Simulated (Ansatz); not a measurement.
# NaCl (Fm-3m) in Ansatz: notebook

The runs below take NaCl through single point, with HSE06 form with a typed share of exact exchange.

Everything below comes from runs of Ansatz 0.2.0. Logs are shortened: lines on timing, memory, paths and dates and some standing lists are left out, and cuts for length are marked.

### Step 1. The crystal as given

It takes space group Fm-3m (No. 225, cubic). Conventional cell: a = 5.588 Å, b = 5.588 Å, c = 5.588 Å, α = 90.00°, β = 90.00°, γ = 90.00°. Around Cl (site symmetry m-3m) lie 6 Na at 2.79 Å. Na (site symmetry m-3m) has 6 Cl at 2.79 Å as nearest neighbours.

The cell is a database's computed one.

### Step 2. Single point, HSE06 form with a typed share of exact exchange

Contents of input:

```
crystal:
  lattice:
    - [0.0, 2.7940632177, 2.7940632177]
    - [2.7940632177, 0.0, 2.7940632177]
    - [2.7940632177, 2.7940632177, 0.0]
  atoms:
    - { symbol: Cl, position: [0.5, 0.5, 0.5] }
    - { symbol: Na, position: [0.0, 0.0, 0.0] }
hamiltonian:
  xc: { exchange: pbe, correlation: pbe, exx: { coeff: 0.05, omega: 0.2 } }
  pseudopotentials: { kind: paw }
kpoints:
  mp_grid: { grid: [4, 4, 4] }
scf:
  occupations: { method: fermi_dirac, width: 0.05 }
output:
  forces: true
  stress: true
  eigenvalues: true
```

Potentials or basis: Ansatz PAW.

The program printed:

```text
Warning: output.stress: scf.convergence.dr2_threshold = 1e-7 eV (the SCF's general default) is looser than the 2e-10 eV advised for a printed stress (1e-10 eV for each atom of the cell: 2). What an SCF threshold leaves in a stress goes as its square root, and in the free energy as the threshold itself, and one threshold admits the most on a small cell: of the crystals measured, under no hybrid functional and no lock of the moments, on runs that ended without the residual-converged pass, on stresses that held no estimate of that error, the worst erred by over 100 MPa in a component at 1e-7 eV an atom and by under 5 at 1e-10. Set scf.convergence.dr2_threshold to 2e-10 eV or tighter. The threshold is an SCF's pass mark: one that does not reach it within its budget of iterations ends unconverged, or closes short of it on a stop that the run arms, and scf.convergence.dr2_threshold's page says what that costs each kind of run
Warning: output.stress: scf.exx.energy_threshold = 1e-6 eV is looser than the 2e-8 eV advised for a stress under a hybrid functional (1e-8 eV for each atom of the cell: 2). Every SCF of the exchange loop can meet its threshold on dr2 while the loop round them stops early: no threshold on dr2 bounds what that leaves in the stress. Set scf.exx.energy_threshold to 2e-8 eV or tighter. The threshold is the loop's pass mark: a loop that does not reach it within its budget of cycles ends unconverged, and scf.exx.energy_threshold's page has the law
GPUs: using 1 of 1 available (devices: 1).
Engine: ansatz 0.2.0, x86_64-unknown-linux-gnu
Pseudopotentials: kind: paw
Pseudopotential: Cl, paw, valence charge 7, recommended cutoff 420 eV (normal), Cl.paw.azcp
Pseudopotential: Na, paw, valence charge 9, recommended cutoff 420 eV (normal), Na.paw.azcp
Functional definition: unnamed
  parameter a_1 = 0.05
  parameter omega_1 = 0.2/angstrom
  exchange = pbe_x + (-a_1)*pbe_x_sr(omega_1) + a_1*exact_x_sr(omega_1)
  correlation = pbe_c
device memory: the entry about to start is reckoned to put 0.6 GiB on a device that reports 65.0 GiB free (of which the cap on the GPU budget leaves the run 18.0 GiB)
GPU FFT provider: cuFFT
GPU libraries: cuBLAS 13.8.2, cuFFT 12.4.0, cuSOLVER 12.3.4
Crystal: 2 atoms, lattice volume = 43.625 Å³
Basis set: ecut = 420 eV, 869 PW (Γ), exchange–correlation on 54×54×54 points (8 copies of the dense FFT grid, shifted against one another)
Bands: 12, of which v1, the nominal top of the filled ones, is band 8 counted from 1 (7 counted from 0)
Symmetry: 48 space group operations
Space group: Fm-3m (ITA 225), of the structure as read, at distance tolerance 3.5e-5 Å
k-points: 8 of 64
Non-local potential: Cl, projectors of the file, l = 0: 2, l = 1: 2, l = 2: 2
Non-local potential: Na, projectors of the file, l = 0: 3, l = 1: 2, l = 2: 1
PAW form: soft (Blöchl's): semilocal exchange-correlation on the pseudo side does not see the compensation charge
PAW frozen core: Cl, regenerated for the run's functional, and the local potential with it (the file was generated under x = pbe(κ = 0.804, μ = 0.2195149727645171), c = pbe(β = 0.06672455060314922))
PAW frozen core: Na, regenerated for the run's functional, and the local potential with it (the file was generated under x = pbe(κ = 0.804, μ = 0.2195149727645171), c = pbe(β = 0.06672455060314922))
PAW one-centre angular grid: Cl, 110 points (default); XC on 64 Gauss nodes
PAW one-centre angular grid: Na, 110 points (default); XC on 96 Gauss nodes
Initial density: superposition of atomic densities (neutral atoms: chi_scale 0, normalization atom), corrected by the library's trained network
Initial wavefunctions: pseudopotential atomic-orbital guess
GPU buffer pool allocated for 19683 grid points (all kernels)
GPU transforms: local potential and band sums: pruned to the plane-wave sphere, on 25×27×27
Functional: x = pbe(κ = 0.804, μ = 0.2195149727645171), c = pbe(β = 0.06672455060314922), warm-up for x = pbe(κ = 0.804, μ = 0.2195149727645171) + 0.05 (exact − pbe) at short range (hse, ω = 0.2 Å⁻¹), c = pbe(β = 0.06672455060314922)
SCF iter   1: F=—  HF=-2569.541059 eV  |F-HF|=—  |Δ(HF+E_count)|=         —  Δρ=2.13e-4  dr2=1.97e-5  ethr=1.77e-3  ⟨swp⟩=2.0  Hψ=650  notcnv=0
preconditioner: auto → none  [insulator: Δε(μ)=5.213 eV  Ē_g=21.026 eV  σ=0.050 eV  W_gap=1.00  n_scr=14 (ndim 8)  ℏωp=21.0 eV  f_vac=0.027  D(μ)=0.00/eV (n_scr^D=0)]
iter 2 solved again at ethr=3.56e-9 eV; its pass at ethr=1.23e-7 eV (dr2=5.70e-7 eV) is discarded
SCF iter   2: F=-2569.541017 eV  HF=-2569.541021 eV  |F-HF|=4.00e-6  |Δ(HF+E_count)|=   3.83e-5  Δρ=6.76e-5  dr2=5.60e-7  ethr=3.56e-9  ⟨swp⟩=2.6  Hψ=403  notcnv=0
SCF 1 stopped early in 2 iterations: F = -2569.541017 eV  dr2 = 5.60e-7
device memory: the entry about to start is reckoned to put 1.2 GiB on a device that reports 64.9 GiB free (of which the cap on the GPU budget leaves the run 18.0 GiB)
GPU FFT provider: cuFFT
GPU libraries: cuBLAS 13.8.2, cuFFT 12.4.0, cuSOLVER 12.3.4
Initial density: handed on by an earlier stage of this run
Initial wavefunctions: those handed on with the density
GPU buffer pool allocated for 19683 grid points (all kernels)
GPU transforms: local potential and band sums: pruned to the plane-wave sphere, on 25×27×27
Functional: x = pbe(κ = 0.804, μ = 0.2195149727645171) + 0.05 (exact − pbe) at short range (hse, ω = 0.2 Å⁻¹), c = pbe(β = 0.06672455060314922)
Exchange kernel: α = 0.0500, screened, ω = 0.2000 Å⁻¹, Wigner–Seitz truncation, v(0) = 1100.4516 eV·Å³, q-mesh 4×4×4, nearest image of the exchange supercell L = 15.81 Å, pair-density grid 15×15×15, without the augmentation charges, whose exchange is taken in its separable form by FFT convolution over the k-point mesh (sized by the pseudopotential files, 24×24×24 at the most), smooth part of the exact exchange by density-matrix convolution in up to 825.6 MiB of GPU memory as planned if the GPU has room (build and FFT work areas not counted)
Frozen-core exchange: fock
SCF iter   1: F=—  HF=-2569.728469 eV  |F-HF|=—  |Δ(HF+E_count)|=         —  Δρ=1.08e-3  dr2=2.74e-4  ethr=3.50e-8  ⟨swp⟩=8.5  Hψ=468  notcnv=0
preconditioner: auto → none  [insulator: Δε(μ)=5.492 eV  Ē_g=21.557 eV  σ=0.050 eV  W_gap=1.00  n_scr=14 (ndim 8)  ℏωp=21.0 eV  f_vac=0.027  D(μ)=0.00/eV (n_scr^D=0)]
SCF iter   2: F=—  HF=-2569.728339 eV  |F-HF|=—  |Δ(HF+E_count)|=   1.30e-4  Δρ=2.98e-4  dr2=2.26e-5  ethr=3.50e-8  ⟨swp⟩=4.0  Hψ=256  notcnv=0
SCF iter   3: F=—  HF=-2569.728353 eV  |F-HF|=—  |Δ(HF+E_count)|=   1.42e-5  Δρ=9.90e-5  dr2=2.52e-6  ethr=3.50e-8  ⟨swp⟩=3.0  Hψ=192  notcnv=0
SCF iter   4: F=—  HF=-2569.728353 eV  |F-HF|=—  |Δ(HF+E_count)|=   1.56e-8  Δρ=3.10e-5  dr2=2.73e-7  ethr=1.57e-8  ⟨swp⟩=2.0  Hψ=160  notcnv=0
SCF iter   5: F=-2569.728353 eV  HF=-2569.728353 eV  |F-HF|=8.09e-10  |Δ(HF+E_count)|=   6.89e-8  Δρ=1.95e-6  dr2=1.11e-8  ethr=1.64e-9  ⟨swp⟩=3.1  Hψ=225  notcnv=0  defer=1
SCF 2 converged in 5 iterations: F = -2569.728353 eV  dr2 = 1.11e-8
hybrid outer 1: dexx = +1.531e-5 eV, tail = 1.18e-8 eV
GPU FFT provider: cuFFT
GPU libraries: cuBLAS 13.8.2, cuFFT 12.4.0, cuSOLVER 12.3.4
GPU buffer pool allocated for 19683 grid points (all kernels)
GPU transforms: local potential and band sums: pruned to the plane-wave sphere, on 25×27×27
Exchange kernel: α = 0.0500, screened, ω = 0.2000 Å⁻¹, Wigner–Seitz truncation, v(0) = 1100.4516 eV·Å³, q-mesh 4×4×4, nearest image of the exchange supercell L = 15.81 Å, pair-density grid 15×15×15, without the augmentation charges, whose exchange is taken in its separable form by FFT convolution over the k-point mesh (sized by the pseudopotential files, 24×24×24 at the most), smooth part of the exact exchange by density-matrix convolution in up to 825.6 MiB of GPU memory as planned if the GPU has room (build and FFT work areas not counted)
Frozen-core exchange: fock
SCF iter   1: F=—  HF=-2569.728352 eV  |F-HF|=—  |Δ(HF+E_count)|=         —  Δρ=3.37e-6  dr2=1.95e-9  ethr=8.33e-10  ⟨swp⟩=6.0  Hψ=256  notcnv=0
preconditioner: auto → none  [insulator: Δε(μ)=5.493 eV  Ē_g=21.542 eV  σ=0.050 eV  W_gap=1.00  n_scr=14 (ndim 8)  ℏωp=21.0 eV  f_vac=0.030  D(μ)=0.00/eV (n_scr^D=0)]
SCF iter   2: F=-2569.728352 eV  HF=-2569.728352 eV  |F-HF|=2.75e-10  |Δ(HF+E_count)|=  3.57e-10  Δρ=7.29e-7  dr2=8.17e-11  ethr=1.22e-11  ⟨swp⟩=3.0  Hψ=199  notcnv=0
SCF 3 converged in 2 iterations: F = -2569.728352 eV  dr2 = 8.17e-11
  Residual-converged pass: ⟨swp⟩=2.0  Hψ=143  notcnv=0  max |occ|·‖R‖ = 2.3e-6 eV (tolerance 2.4e-6 eV)  dr2=8.02e-11  dr2_onsite=7.42e-12  max |Δocc| = 0.0e0
hybrid outer 2: dexx = +2.152e-11 eV, tail = 1.79e-10 eV, Δε = 1.13e-4 eV (about 1.88e-5 eV left of the loop's levels)
hybrid SCF converged: 2 outer / 7 inner (+2 warm-up), last move |dexx| = 2.15e-11 eV, tail = 1.79e-10 eV
Stability not checked: this state was not tested for a lower state beside it, because the functional holds exact exchange (a hybrid, or Hartree-Fock), whose exchange loop this test does not read (fock_operator; see scf.lower_state_search)
Free energy (F): -2569.728352 eV
Frozen-core exchange: fock
Harris-Foulkes:  -2569.728352 eV  (|F-HF|=2.75e-10)
Internal energy: -2569.728352 eV  (E = F + TS)
E sigma→0 (E₀):  -2569.728352 eV
Fermi energy:    3.903416 eV
--- Per-component energies (eV) ---
  E_band       = -238.723332
  E_kinetic    = 283.480842
  E_local      = -1516.500946  (includes V_loc(G=0)·N_el)
  E_nonlocal   = 143.640030
  E_hartree    = 534.471296
  E_xc         = -141.407644
  E_vxc        = -166.505925  (∫ρ·V_xc dr)
  E_exx        = -11.715372  (= α·E_x^exact, valence–valence)
  E_paw        = -916.823662  (= ΣΔE_a)
  E_vpaw       = -28.349196  (= ΣTr[D̂ρ^β])
  E_aug_tail   = 0.000072  (compensation charges beyond the density's cutoff)
  E_ewald      = -944.843794
  E_core_change = -0.029173  (= ΣΔE_core)
  E_smearing   = -0.000000  (= −TS)
  E_closure    = 0.000000  (closes the sum)
  Σ components = -2569.728352   (vs F -2569.728352, Δ=0.00e0)
--- Forces (eV/Å), atoms counted from 1 ---
  atom   1  Cl     0.00000000     0.00000000     0.00000000
  atom   2  Na     0.00000000    -0.00000000    -0.00000000
  max |Σ_I F_I| component: 1.84e-29 eV/Å
--- Stress (GPa, compression-positive) ---
        1.445633      -0.000000       0.000000
        0.000000       1.445633      -0.000000
        0.000000      -0.000000       1.445633
  P = ⅓ Tr σ = 1.4456 GPa (14.456 kbar)
--- Band table (eV; the first three rows and the last of 8) ---
  k-point 0: bands = ["-48.4863", "-20.0491", "-20.0491", "-20.0491", "-11.8378", "1.1224", "1.1224", "1.1224", "6.6158", "12.4888", "12.4888", "12.4888"]
  k-point 1: bands = ["-48.4858", "-20.0657", "-20.0502", "-20.0502", "-11.6590", "-0.0311", "0.9764", "0.9764", "8.1033", "11.4631", "12.7960", "12.7960"]
  k-point 2: bands = ["-48.4854", "-20.0821", "-20.0513", "-20.0513", "-11.4689", "-0.9105", "0.8391", "0.8391", "8.7034", "12.3115", "12.3881", "12.3881"]
  k-point 7: bands = ["-48.4851", "-20.0648", "-20.0648", "-20.0605", "-11.3988", "-0.1369", "-0.1369", "0.3246", "10.3445", "11.1593", "11.1593", "12.8927"]
```

Wall time 5.3 s (1 × NVIDIA H100 80GB HBM3 with 2 threads of AMD EPYC 7R13 (Zen 3), shared host); peak memory 1.4 GiB.

Results:

| Item | Value |
| --- | --- |
| Free energy | -2569.7284 eV |
| Pressure | 1.4 GPa |
| Band gap on the k mesh | 5.49 eV, direct |

Levels at points of the mesh, in eV from the valence-band top:
| k point | band 5 | band 6 | band 7 | band 8 | band 9 | band 10 | band 11 | band 12 |
| --- | --- | --- | --- | --- | --- | --- | --- | --- |
| (0.00, 0.00, 0.00) | -12.96 | 0.00 | 0.00 | 0.00 | 5.49 | 11.37 | 11.37 | 11.37 |
| (0.00, 0.00, -0.50) | -12.59 | -2.03 | -0.28 | -0.28 | 7.58 | 11.19 | 11.27 | 11.27 |
| (0.00, -0.50, -0.50) | -12.54 | -1.76 | -0.63 | -0.63 | 7.89 | 8.29 | 11.84 | 15.37 |

Caveat: the k mesh is coarse (spacing up to 0.49 Å⁻¹), so the values aren't converged, least of all with exact exchange; the PAW data sets come from PBE, with cores solved anew for the run's functional, which leaves a small shift of forces and pressure; the thresholds are loose for stress.

### Step 3. Single point, HSE06 form with a typed share of exact exchange

Changes to input since step 2:

```diff
@@ -9,3 +9,3 @@
 hamiltonian:
-  xc: { exchange: pbe, correlation: pbe, exx: { coeff: 0.05, omega: 0.2 } }
+  xc: { exchange: pbe, correlation: pbe, exx: { coeff: 0.1, omega: 0.2 } }
   pseudopotentials: { kind: paw }
@@ -19 +19,5 @@
   eigenvalues: true
+  write_density: true
+  write_potential: true
+  elf: true
+  volumetric_format: npy
```

Potentials or basis: Ansatz PAW.

Wall time 4.6 s (1 × NVIDIA H100 80GB HBM3 with 2 threads of AMD EPYC 7R13 (Zen 3), shared host); peak memory 1.4 GiB.

The run converged. Its results:

- Free energy: -2569.9174 eV
- Pressure: 1.3 GPa
- Band gap on the k mesh: 5.77 eV, direct

Levels at points of the mesh, in eV from the valence-band top:
| k point | band 5 | band 6 | band 7 | band 8 | band 9 | band 10 | band 11 | band 12 |
| --- | --- | --- | --- | --- | --- | --- | --- | --- |
| (0.00, 0.00, 0.00) | -13.20 | 0.00 | 0.00 | 0.00 | 5.77 | 11.68 | 11.68 | 11.68 |
| (0.00, 0.00, -0.50) | -12.83 | -2.06 | -0.29 | -0.29 | 7.86 | 11.52 | 11.58 | 11.58 |
| (0.00, -0.50, -0.50) | -12.77 | -1.79 | -0.64 | -0.64 | 8.19 | 8.57 | 12.16 | 15.72 |

Caveat: the k mesh is coarse (spacing up to 0.49 Å⁻¹), so the values aren't converged, least of all with exact exchange; the PAW data sets come from PBE, with cores solved anew for the run's functional, which leaves a small shift of forces and pressure; the thresholds are loose for stress.

### Step 4. Single point, HSE06 form with a typed share of exact exchange

Changes to input since step 3:

```diff
@@ -9,3 +9,3 @@
 hamiltonian:
-  xc: { exchange: pbe, correlation: pbe, exx: { coeff: 0.1, omega: 0.2 } }
+  xc: { exchange: pbe, correlation: pbe, exx: { coeff: 0.15, omega: 0.2 } }
   pseudopotentials: { kind: paw }
@@ -19,5 +19 @@
   eigenvalues: true
-  write_density: true
-  write_potential: true
-  elf: true
-  volumetric_format: npy
```

Wall time 4.3 s (1 × NVIDIA H100 80GB HBM3 with 2 threads of AMD EPYC 7R13 (Zen 3), shared host); peak memory 1.4 GiB.

The run converged. Its results:

* Free energy: -2570.1084 eV
* Pressure: 1.2 GPa
* Band gap on the k mesh: 6.05 eV, direct

Levels at points of the mesh, in eV from the valence-band top:
```csv
k point,band 5,band 6,band 7,band 8,band 9,band 10,band 11,band 12
"(0.00, 0.00, 0.00)",-13.44,0.00,0.00,0.00,6.05,11.99,11.99,11.99
"(0.00, 0.00, -0.50)",-13.06,-2.08,-0.29,-0.29,8.14,11.85,11.90,11.90
"(0.00, -0.50, -0.50)",-13.00,-1.81,-0.65,-0.65,8.49,8.84,12.49,16.07
```

Caveat: the k mesh is coarse (spacing up to 0.49 Å⁻¹), so the values aren't converged, least of all with exact exchange; the PAW data sets come from PBE, with cores solved anew for the run's functional, which leaves a small shift of forces and pressure; the thresholds are loose for stress.

### Step 5. Single point, HSE06 form with a typed share of exact exchange

Changes to input since step 4:

```diff
@@ -9,3 +9,3 @@
 hamiltonian:
-  xc: { exchange: pbe, correlation: pbe, exx: { coeff: 0.15, omega: 0.2 } }
+  xc: { exchange: pbe, correlation: pbe, exx: { coeff: 0.2, omega: 0.2 } }
   pseudopotentials: { kind: paw }
@@ -19 +19,5 @@
   eigenvalues: true
+  write_density: true
+  write_potential: true
+  elf: true
+  volumetric_format: npy
```

It took 3.9 s on 1 × NVIDIA H100 80GB HBM3 with 2 threads of AMD EPYC 7R13 (Zen 3), shared host; peak memory 1.4 GiB.

The run converged. Its results:

```yaml
Free_energy: -2570.3014 eV
Pressure: 1.1 GPa
Band_gap_on_the_k_mesh: 6.34 eV, direct
```

Levels at points of the mesh, in eV from the valence-band top:
| k point | band 4 | band 5 | band 6 | band 7 | band 8 | band 9 | band 10 | band 11 | band 12 |
| --- | --- | --- | --- | --- | --- | --- | --- | --- | --- |
| (0.00, 0.00, 0.00) | -22.37 | -13.68 | 0.00 | 0.00 | 0.00 | 6.34 | 12.30 | 12.30 | 12.30 |
| (0.00, 0.00, -0.50) | -22.37 | -13.29 | -2.11 | -0.30 | -0.30 | 8.42 | 12.19 | 12.22 | 12.22 |
| (0.00, -0.50, -0.50) | -22.38 | -13.23 | -1.84 | -0.66 | -0.66 | 8.80 | 9.12 | 12.81 | 16.42 |

Caveat: the k mesh is coarse (spacing up to 0.49 Å⁻¹), so the values aren't converged, least of all with exact exchange; the PAW data sets come from PBE, with cores solved anew for the run's functional, which leaves a small shift of forces and pressure; the thresholds are loose for stress.

### Step 6. Single point, HSE06 form with a typed share of exact exchange

Changes to input since step 5:

```diff
@@ -9,3 +9,3 @@
 hamiltonian:
-  xc: { exchange: pbe, correlation: pbe, exx: { coeff: 0.2, omega: 0.2 } }
+  xc: { exchange: pbe, correlation: pbe, exx: { coeff: 0.25, omega: 0.2 } }
   pseudopotentials: { kind: paw }
@@ -19,5 +19 @@
   eigenvalues: true
-  write_density: true
-  write_potential: true
-  elf: true
-  volumetric_format: npy
```

Potentials or basis: Ansatz PAW.

It took 4.8 s on 1 × NVIDIA H100 80GB HBM3 with 2 threads of AMD EPYC 7R13 (Zen 3), shared host; peak memory 1.4 GiB.

It converged, with:

| Property | Result |
| --- | --- |
| Free energy | -2570.4963 eV |
| Pressure | 1.0 GPa |
| Band gap on the k mesh | 6.62 eV, direct |

Levels at points of the mesh, in eV from the valence-band top:
| k point | band 5 | band 6 | band 7 | band 8 | band 9 | band 10 | band 11 | band 12 |
| --- | --- | --- | --- | --- | --- | --- | --- | --- |
| (0.00, 0.00, 0.00) | -13.91 | 0.00 | 0.00 | 0.00 | 6.62 | 12.61 | 12.61 | 12.61 |
| (0.00, 0.00, -0.50) | -13.52 | -2.13 | -0.30 | -0.30 | 8.70 | 12.52 | 12.54 | 12.54 |
| (0.00, -0.50, -0.50) | -13.46 | -1.86 | -0.67 | -0.67 | 9.10 | 9.39 | 13.13 | 16.77 |

Caveat: the k mesh is coarse (spacing up to 0.49 Å⁻¹), so the values aren't converged, least of all with exact exchange; the PAW data sets come from PBE, with cores solved anew for the run's functional, which leaves a small shift of forces and pressure; the thresholds are loose for stress.

### Step 7. Summary

```csv
share of exact exchange,gap on the mesh (eV),pressure (GPa)
0.05,5.49,1.4
0.1,5.77,1.3
0.15,6.05,1.2
0.2,6.34,1.1
0.25,6.62,1.0
```

Alike in all rows: task single point; level HSE06 form with a typed share of exact exchange; potentials or basis Ansatz PAW; no spin polarisation; cell as given; k mesh 4 × 4 × 4; cutoff (eV) 420; smearing fermi-dirac 0.05 eV; the mesh is coarse, so values aren't converged.

Caveats: all runs use coarse meshes; the PAW data sets come from PBE, with cores solved anew for the run's functional, which leaves a small shift of forces and pressure; the thresholds are loose for stress.

Total energies depend on the potentials used, so only differences within one code and one set of settings carry meaning.
